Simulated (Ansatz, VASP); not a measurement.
One calculation of Se, two programs

Contents of POSCAR:

```
Se
1.0
    3.8490754953      2.2222647734      6.5642216712
   -3.8490754953      2.2222647734      6.5642216712
    0.0000000000     -4.4445295466      6.5642216712
Se
12
Direct
    0.0101900000      0.6536100000      0.0101900000
    0.0101900000      0.0101900000      0.6536100000
    0.6536100000      0.0101900000      0.0101900000
    0.9898100000      0.3463900000      0.9898100000
    0.3463900000      0.9898100000      0.9898100000
    0.9898100000      0.9898100000      0.3463900000
    0.2211800000      0.6306000000      0.2211800000
    0.2211800000      0.2211800000      0.6306000000
    0.6306000000      0.2211800000      0.2211800000
    0.7788200000      0.3694000000      0.7788200000
    0.3694000000      0.7788200000      0.7788200000
    0.7788200000      0.7788200000      0.3694000000
```

The input INCAR.step1:

```
PREC = Accurate
ENCUT = 520
ISMEAR = 0
SIGMA = 0.1
LREAL = F
LASPH = T
NELM = 100
NBANDS = 48
GGA = PE
ALGO = Normal
EDIFF = 1E-4
LWAVE = T
LCHARG = F
```

File INCAR.step2:

```
PREC = Accurate
ENCUT = 520
EDIFF = 1E-6
ISMEAR = 0
SIGMA = 0.1
LREAL = F
LASPH = T
NELM = 100
ALGO = Normal
ISIF = 2
LWAVE = F
LCHARG = F
METAGGA = R2SCAN
LMIXTAU = T
NBANDS = 48
ISTART = 1
```

Contents of KPOINTS:

```
regular mesh
0
Gamma
  3 3 3
```

Input for Ansatz:

```yaml
crystal:
  lattice:
    - [3.8490754953, 2.2222647734, 6.5642216712]
    - [-3.8490754953, 2.2222647734, 6.5642216712]
    - [0.0, -4.4445295466, 6.5642216712]
  atoms:
    - { symbol: Se, position: [0.01019, 0.65361, 0.01019] }
    - { symbol: Se, position: [0.01019, 0.01019, 0.65361] }
    - { symbol: Se, position: [0.65361, 0.01019, 0.01019] }
    - { symbol: Se, position: [0.98981, 0.34639, 0.98981] }
    - { symbol: Se, position: [0.34639, 0.98981, 0.98981] }
    - { symbol: Se, position: [0.98981, 0.98981, 0.34639] }
    - { symbol: Se, position: [0.22118, 0.6306, 0.22118] }
    - { symbol: Se, position: [0.22118, 0.22118, 0.6306] }
    - { symbol: Se, position: [0.6306, 0.22118, 0.22118] }
    - { symbol: Se, position: [0.77882, 0.3694, 0.77882] }
    - { symbol: Se, position: [0.3694, 0.77882, 0.77882] }
    - { symbol: Se, position: [0.77882, 0.77882, 0.3694] }
basis:
  ecutwfc: 500
kpoints:
  mp_grid: { grid: [3, 3, 3] }
hamiltonian:
  xc: r2scan
scf:
  occupations: { method: gaussian, width: 0.1 }
  lower_state_search: "off"
output:
  forces: true
  stress: true
  eigenvalues: true
```

Alike in both runs: task single point; functional r2SCAN; k mesh 3 × 3 × 3; occupations gaussian, width 0.1 eV; no spin polarisation.

```csv
,VASP,Ansatz
version,VASP 6.6.1,Ansatz 0.2.0
potentials or method,"VASP PAW PBE potentials, release 64 (Se)","scalar-relativistic, plane waves, PAW"
plane-wave cutoff (eV),520,500
valence electrons in the cell,72,192
```

Ansatz gave:

```
gap on the k mesh at the Fermi level (eV)       : none
pressure (GPa)                                  : 2.6
largest component of the traceless stress (GPa) : 0.46
rms of the force components (eV/Å)              : 1.136
```

Problem. Which values does VASP return?

Solution. gap on the k mesh at the Fermi level (eV): none; pressure (GPa): 2.6; largest component of the traceless stress (GPa): 0.45; rms of the force components (eV/Å): 1.133.

Atom by atom the forces differ by 0.002 eV/Å (rms over components). A gap of «none» marks a metal or a gap that the smearing closes. With one functional, cell and mesh, what is left measures potentials, basis and numerics. The two sets of potentials don't hold the same shells in valence.

Caveats: the PAW data sets were made with another functional, which shifts forces and pressure a little (VASP).
